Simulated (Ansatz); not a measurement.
The guess for C was made by a generator: one element on all sites of the Y3Ru2 type (P6_3/m, No. 176). Lengths were set from tabulated atomic sizes, so they are only a guess.

```yaml
crystal:
  lattice:
    - [4.72369, 0.00000, 0.00000]
    - [-2.36185, 4.09084, 0.00000]
    - [0.00000, 0.00000, 2.93540]
  atoms:
    - { symbol: C, position: [0.30485, 0.92183, 0.75000] }
    - { symbol: C, position: [0.69515, 0.07817, 0.25000] }
    - { symbol: C, position: [0.61698, 0.69515, 0.75000] }
    - { symbol: C, position: [0.38302, 0.30485, 0.25000] }
    - { symbol: C, position: [0.07817, 0.38302, 0.75000] }
    - { symbol: C, position: [0.92183, 0.61698, 0.25000] }
    - { symbol: C, position: [0.66667, 0.33333, 0.75000] }
    - { symbol: C, position: [0.33333, 0.66667, 0.25000] }
    - { symbol: C, position: [0.00000, 0.00000, 0.00000] }
    - { symbol: C, position: [0.00000, 0.00000, 0.50000] }
```

Theory: DFT PBE, scalar-relativistic, plane waves, PAW in Ansatz. Cutoff 420 eV, Gaussian smearing, Γ-centred meshes. Cell and atoms relax first on a coarse mesh and then on a finer one. In between, the cell is made exact in the group found at 0.06 Å. In metals the finer mesh still leaves noise of several meV/atom or more. The steps can't lower the symmetry of their start. No spin polarisation in the relaxation; trial moments died out in a coarse test.

A guess keeps its type if space group and coordination stay and the shape of the cell changes little (axis ratios within about 15 %, angles within 6°); the volume may change.

**Question.** Does it keep its structure type, or change into something else?

**Answer.** It doesn't keep its type. The symmetry goes from P6_3/m (No. 176) to P6_3/mmc (No. 194). The volume per atom grows by 40.2 %, from 5.7 to 8.0 Å³. The shortest distance goes from 1.47 Å (C–C) to 1.42 Å (C–C). Counting neighbours within 15 % of an atom's shortest distance, the start has C 2/5/9 and the end C 1/3/6. In detail, at the end around C on a site of symmetry mm2 lie 1 C at 1.42 Å, 2 C at 1.64 Å and 2 C at 1.81 Å; C on a site of symmetry -6m2 is surrounded by 3 C at 1.42 Å; around C on a site of symmetry -3m lie 6 C at 1.64 Å.

Space group P6_3/mmc (No. 194). a = 4.270 Å, b = 4.270 Å, c = 5.038 Å, α = 90.00°, β = 90.00°, γ = 120.00°
| atom | site | symmetry | x | y | z |
| --- | --- | --- | --- | --- | --- |
| C | 6h | mm2 | 0.2822 | 0.1411 | 0.7500 |
| C | 2c | -6m2 | 0.6667 | 0.3333 | 0.7500 |
| C | 2a | -3m. | 0.0000 | 0.0000 | 0.0000 |

The last run used a 12×12×8 mesh (in the run's order of axes) for its 10-atom cell and Gaussian smearing of 0.10 eV. A structure relaxed within its symmetry needn't be a true minimum. Another cell of C relaxed alike, in P6/mmm, lies 2.23 eV/atom lower, so this cell isn't the stable form at this level.

In counts of neighbours, a slash parts the counts of unlike sites.
